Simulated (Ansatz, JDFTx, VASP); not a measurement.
Ag: 6 runs at one level of theory

The starting cell:

```
Ag
1.0
     0.00000    2.04275    2.04275
     2.04275    0.00000    2.04275
     2.04275    2.04275    0.00000
Ag
1
Direct
  0.00000 0.00000 0.00000
```

Alike in all runs: task relaxation of cell and atoms; functional PBE; k mesh 11 × 11 × 11; occupations fermi-dirac, width 0.05 eV; no spin polarisation; no spin-orbit coupling.

```csv
program and potentials,plane-wave cutoff (eV),notes,equilibrium volume (Å³/atom)
"VASP, PBE PAW files Ag, 580 eV",580,11 valence electrons an atom on average,17.77
"VASP, PBE PAW files Ag_sv_GW, 680 eV",680,19 valence electrons an atom on average,17.78
"VASP, PBE PAW files Ag, 600 eV",600,11 valence electrons an atom on average,17.77
"JDFTx, PseudoDojo-SR-PBE-0.5-standard",1116,19 valence electrons an atom on average,17.74
"Ansatz, all-electron LAPW, scalar-relativistic",-,-,17.79
"VASP, PBE PAW files Ag_GW, 630 eV",630,11 valence electrons an atom on average,17.75
```

The equilibrium volume spans 17.74 (JDFTx, PseudoDojo-SR-PBE-0.5-standard) to 17.79 Å³/atom (Ansatz, all-electron LAPW, scalar-relativistic), with all-electron results at 17.79. Relaxations stop with a little pressure left, so the last digit of a volume isn't settled.

Differences between rows come from potentials, basis sets and numerical settings, since the functional is the same but for its coding. Runs on potential files found faulty are left out.

The potentials and the all-electron calculation give nearly the same volume for silver, so the choice of core treatment matters little here. Treating the semicore s and p electrons as valence brings no systematic shift: the two runs with 19 valence electrons give 17.78 and 17.74 Å³/atom, on either side of the results with 11. This fits a closed semicore shell lying well below the filled d band and changing little when the metal forms.

Cohesion comes mainly from the broad s-p band and its hybridisation with the d states, while the filled d shells resist compression. All the volumes exceed the well-known experimental one, as is usual for PBE in the late transition metals. The likely cause is the functional's gradient correction, which tends to weaken bonding between heavy atoms; missing dispersion between the polarisable d shells may contribute. The close agreement therefore supports the reproducibility of the PBE volume, not its accuracy, and doesn't establish equally good agreement for the compressibility or the d-band position.
